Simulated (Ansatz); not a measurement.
ZrSe2:

```
Zr Se
1.0
     3.79800    0.00000    0.00000
    -1.89900    3.28916    0.00000
     0.00000    0.00000    6.19200
Zr Se
1 2
Direct
  0.00000 0.00000 0.00000
  0.66667 0.33333 0.75000
  0.33333 0.66667 0.25000
```

| Quantity | Value |
| --- | --- |
| Program | Ansatz 0.2.0 |
| Task | relaxation of cell and atoms |
| Functional | RPBE |
| Potentials or basis | Ansatz PAW |
| Cutoff | 420 eV (not typed: the program's choice for these potentials) |
| k mesh | 8 × 8 × 5 |
| Occupations | fermi-dirac, width 0.05 eV |
| Spin | no spin polarisation |

At the start: volume 25.78 Å³/atom.

Task: Where does the relaxation end?

Result: It ends after 14 steps and the volume is 34.49 Å³/atom (+33.8 %); space group P-3m1 (No. 164, to 0.05 Å).

Step by step:
```
step  energy change (eV)  largest force (eV/Å)  volume (Å³)
   1              0.0000                0.3545        77.35
   2             -0.0376                0.6122        84.60
   3             -0.0933                0.1917        90.04
   4             -0.1223                0.0996        89.24
   5             -0.1331                0.0428        91.23
   6             -0.1364                0.0243        93.96
   7             -0.1365                0.0011        94.19
   8             -0.1453                0.0006        94.19
   9             -0.1493                0.0030        96.36
  10             -0.1529                0.0322       100.16
  11             -0.1534                0.0071       101.18
  12             -0.1535                0.0135       103.51
  13             -0.1536                0.0004       103.48
  14             -0.1546                0.0002       103.48
```

Final structure:
```
Zr Se
1.0
     3.83968    0.00000    0.00000
    -1.91984    3.32526    0.00000
     0.00000    0.00000    8.10448
Zr Se
1 2
Direct
  0.00000 0.00000 0.00000
  0.66667 0.33333 0.80472
  0.33333 0.66667 0.19528
```

Caveat: the volume moved by over 15 % at a fixed basis, so the end points are rough; the plane-wave basis is chosen anew once the cell has moved, so the energies of steps on either side of that aren't comparable; this functional lacks dispersion, which binds the layers, so the pressure and a relaxed spacing across them are unreliable, and here the layers came unbound; the volume moved by +34 % from the deposited cell, more than functionals usually miss; the PAW data sets come from PBE, with cores solved anew for the run's functional, which leaves a small shift of forces and pressure.
